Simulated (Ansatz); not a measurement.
# Ti3Al under changes of volume

One of the cells (17.120 Å³/atom); the others are scaled copies at fixed shape and fractional positions:

```
CELL_PARAMETERS angstrom
2.92754 0.00000 0.00000
-1.46377 2.53533 0.00000
0.00000 0.00000 9.22636
ATOMIC_POSITIONS crystal
Ti 0.33333 0.66667 0.24941
Ti 0.33333 0.66667 0.75059
Ti 0.66667 0.33333 0.00000
Al 0.66667 0.33333 0.50000
```

The cell comes from a database or a generator and needn't be the stable form of this composition.

| Item | Value |
| --- | --- |
| Program | Ansatz 0.2.0 |
| Functional | r2SCAN |
| Potentials or basis | Ansatz PAW |
| Cutoff | 500 eV (not typed: the program's choice for these potentials) |
| k mesh | 10 × 10 × 3 |
| Occupations | fermi-dirac, width 0.05 eV |
| Spin | no spin polarisation |

| volume (Å³/atom) | energy over the lowest point (meV/atom) | pressure (GPa) | largest force (eV/Å) |
| --- | --- | --- | --- |
| 16.093 | 18.85 | 7.1 | 0.024 |
| 16.435 | 6.85 | 4.2 | 0.014 |
| 16.778 | 0.75 | 1.6 | 0.004 |
| 17.120 | 0.00 | -0.8 | 0.006 |
| 17.463 | ? | ? | ? |
| 17.805 | 12.69 | -4.9 | 0.027 |
| 18.147 | 25.28 | -6.7 | 0.038 |

What does the run at 17.463 Å³/atom give?

Energy over the lowest point 4.13 meV/atom; pressure -3.0 GPa; largest force 0.016 eV/Å.

Worked out: A Birch-Murnaghan fit of order 3 (a polynomial in V^(-2/3)) to the other rows has its minimum at 17.00 Å³/atom with B0 = V·E''(V) = 117 GPa and B' = 3.7 at fixed shape and positions, which overstates the stiffness. It gives 4.14 meV/atom at 17.463 Å³/atom, against the run's 4.13, and -dE/dV = -3.0 GPa, against -3.0.

Energies are extrapolated to zero smearing.

Caveats: the PAW data sets come from PBE, with cores solved anew for the run's functional, which leaves a small shift of forces and pressure.
